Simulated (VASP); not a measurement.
Set up this calculation in VASP 6.6.1, as the native input.

```yaml
Task: single point
Functional: PBEsol
Potentials_or_basis: VASP PAW PBE potentials, release 64 (Sc_sv, H, O)
Cutoff: 520 eV
k_mesh: 9 × 9 × 9
Occupations: gaussian, width 0.02 eV
Spin: no spin polarisation
Dipole_correction: no
Further_INCAR_settings: ALGO = Normal; EDIFF = 1e-07; NBANDS = 20
```

The structure of ScHO2 lies in POSCAR:

```
ScHO2
1.0
    1.6371197244      0.9451915135      4.5205030296
   -1.6371197244      0.9451915135      4.5205030296
    0.0000000000     -1.8903830271      4.5205030296
Sc H O
1 1 2
Direct
    0.0000000000      0.0000000000      0.0000000000
    0.5000000000      0.5000000000      0.5000000000
    0.5959434950      0.5959434950      0.5959434950
    0.4040565050      0.4040565050      0.4040565050
```

The cell comes from a database or a generator and needn't be the stable form of this composition.

The cell isn't the ideal one: strained and moved within the space group.

The input as run:

INCAR

```
SYSTEM = ScHO2
PREC     = Accurate       ! precision mode
ENCUT    = 520            ! plane-wave cutoff, eV
EDIFF    = 1E-7           ! SCF threshold, eV
ISMEAR   = 0              ! smearing method
SIGMA    = 0.02           ! smearing width, eV
LREAL    = .False.        ! projectors in reciprocal space
LASPH    = .True.         ! aspherical terms in the spheres
NELM     = 80             ! most SCF steps
ALGO     = Normal         ! electronic algorithm
ISIF     = 2              ! what is computed and relaxed
LWAVE    = .False.        ! write WAVECAR
LCHARG   = .False.        ! write CHGCAR
GGA      = PS             ! functional
NBANDS   = 20             ! bands
```

KPOINTS

```
Automatic mesh
0
Gamma
  9 9 9
  0 0 0
```

Potentials or basis: VASP PAW PBE potentials, release 64 (Sc_sv, H, O).

Run with:

```console
$ cat potpaw_PBE.64/Sc_sv/POTCAR potpaw_PBE.64/H/POTCAR potpaw_PBE.64/O/POTCAR > POTCAR
$ mpirun -np 1 vasp_std > vasp.out
```

It gave:

| Item | Value |
| --- | --- |
| Pressure | -5.6 GPa |
| Largest force | 1.982 eV/Å |
| Band gap on the k mesh | 4.32 eV, indirect (least direct gap 4.59 eV) |

Caveat: the PAW data sets were made with another functional, which shifts forces and pressure a little; an odd mesh through Γ misses points on the zone boundary, where band edges often lie.

Wall time 110 s on 1 thread of Intel(R) Xeon(R) Platinum 8488C (Sapphire Rapids), with other jobs on the host, peak memory 0.24 GiB.
